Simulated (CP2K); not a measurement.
Band structure of CsPbI3 (Pm-3m, 5 atoms in the cell).

```
CELL_PARAMETERS angstrom
      6.36864     0.00000     0.00000
      0.00000     6.36864     0.00000
      0.00000     0.00000     6.36864
ATOMIC_POSITIONS crystal
  Cs 0.50000 0.50000 0.50000
  Pb 0.00000 0.00000 0.00000
  I  0.00000 0.00000 0.50000
  I  0.50000 0.00000 0.00000
  I  0.00000 0.50000 0.00000
```

Method of the run: PBE, GPW, DZVP-MOLOPT-SR-GTH basis, GTH-PBE potentials (GTH_POTENTIALS) (CP2K).

Settings: CUTOFF = 500 Ry; REL_CUTOFF = 60 Ry; SMEAR/METHOD = FERMI_DIRAC; ELECTRONIC_TEMPERATURE = 232.09 K; KPOINTS/SCHEME = MONKHORST-PACK 5 5 5; XC_FUNCTIONAL = PBE; Cs/BASIS_SET = DZVP-MOLOPT-SR-GTH; Cs/POTENTIAL = GTH-PBE-q9; Pb/BASIS_SET = DZVP-MOLOPT-SR-GTH; Pb/POTENTIAL = GTH-PBE-q4; I/BASIS_SET = DZVP-MOLOPT-SR-GTH; I/POTENTIAL = GTH-PBE-q7; METHOD = GPW; EPS_DEFAULT = 1e-11.

The starting cell comes from a database of computed structures (which also holds hypothetical and non-ambient phases and stackings), without a prior relaxation at this level. Its lattice was rescaled by a random factor within 2.5 % of one. Spin-orbit coupling is off. Values carry the incompleteness of an atom-centred basis.

Q: Predict the gap along the standard path and the places of the band edges.

A: The gap along the path is 1.38 eV, direct at R to within 0.01 eV.

Levels in eV from the top of the valence band on the SCF mesh, bands 14 to 18:
```tsv
point	14	15	16	17	18
Γ	-0.60	-0.49	-0.49	-0.49	3.76
X	-0.73	-0.58	-0.58	-0.36	2.72
M	-0.87	-0.86	-0.10	0.10	2.37
R	-0.09	-0.09	-0.09	0.55	1.93
```

Higher empty bands are left out: an atom-centred basis made for the valence describes them poorly.
